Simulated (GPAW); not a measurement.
The system is SiC (Moissanite).

```
CELL_PARAMETERS angstrom
3.07600 0.00000 0.00000
-1.53800 2.66389 0.00000
0.00000 0.00000 5.04800
ATOMIC_POSITIONS crystal
Si 0.66667 0.33333 0.50000
Si 0.33333 0.66667 0.00000
C 0.66667 0.33333 0.88500
C 0.33333 0.66667 0.38500
```

| Item | Value |
| --- | --- |
| Program | GPAW 26.7.0 |
| Task | relaxation of cell and atoms |
| Functional | PBE |
| Potentials or basis | GPAW PAW data sets (gpaw-data 1.2.1) |
| Cutoff | 800 eV |
| Basis | pw |
| k mesh | 7 × 7 × 4 |
| Occupations | fermi-dirac, width 0.05 eV |
| Spin | no spin polarisation |

At the start: pressure 5.0 GPa; volume 10.34 Å³/atom.

Question: Where does the relaxation end?

Answer: Over 33 steps the energy falls by 12.7 meV/atom and the volume is 10.57 Å³/atom (+2.2 %); space group P6_3mc (No. 186, to 0.05 Å).

Step by step:
```tsv
step	energy change (eV)	largest force (eV/Å)	pressure (GPa)	volume (Å³)
1	0.0000	0.7663	4.97	41.36
2	-0.0234	0.5223	4.26	41.46
3	-0.0439	0.0753	3.10	41.65
4	-0.0394	0.4154	1.65	41.93
5	-0.0412	0.3727	1.59	41.94
6	-0.0442	0.2929	1.49	41.96
7	-0.0473	0.1859	1.34	41.98
8	-0.0494	0.0646	1.17	42.01
9	-0.0498	0.0559	0.95	42.06
10	-0.0499	0.0547	0.94	42.06
11	-0.0499	0.0523	0.93	42.06
12	-0.0499	0.0487	0.91	42.07
13	-0.0500	0.0441	0.88	42.07
14	-0.0501	0.0386	0.85	42.08
15	-0.0501	0.0323	0.81	42.08
16	-0.0502	0.0255	0.77	42.09
17	-0.0503	0.0175	0.72	42.10
18	-0.0504	0.0085	0.65	42.12
19	-0.0505	0.0011	0.57	42.13
20	-0.0506	0.0102	0.46	42.15
21	-0.0507	0.0177	0.35	42.17
22	-0.0508	0.0220	0.21	42.20
23	-0.0508	0.0220	0.07	42.23
24	-0.0509	0.0167	-0.08	42.26
25	-0.0509	0.0062	-0.22	42.29
26	-0.0509	0.0060	-0.21	42.29
27	-0.0510	0.0056	-0.21	42.28
28	-0.0509	0.0051	-0.20	42.28
29	-0.0509	0.0043	-0.20	42.28
30	-0.0509	0.0035	-0.19	42.28
31	-0.0509	0.0026	-0.17	42.28
32	-0.0509	0.0016	-0.16	42.28
33	-0.0509	0.0005	-0.15	42.27
```

Final structure:
```
Si C
1.0
     3.09833    0.00000    0.00000
    -1.54916    2.68323    0.00000
     0.00000    0.00000    5.08476
Si C
2 2
Direct
  0.66667 0.33333 0.50459
  0.33333 0.66667 0.00459
  0.66667 0.33333 0.88041
  0.33333 0.66667 0.38041
```

Caveat: later steps reuse the first step's grids.
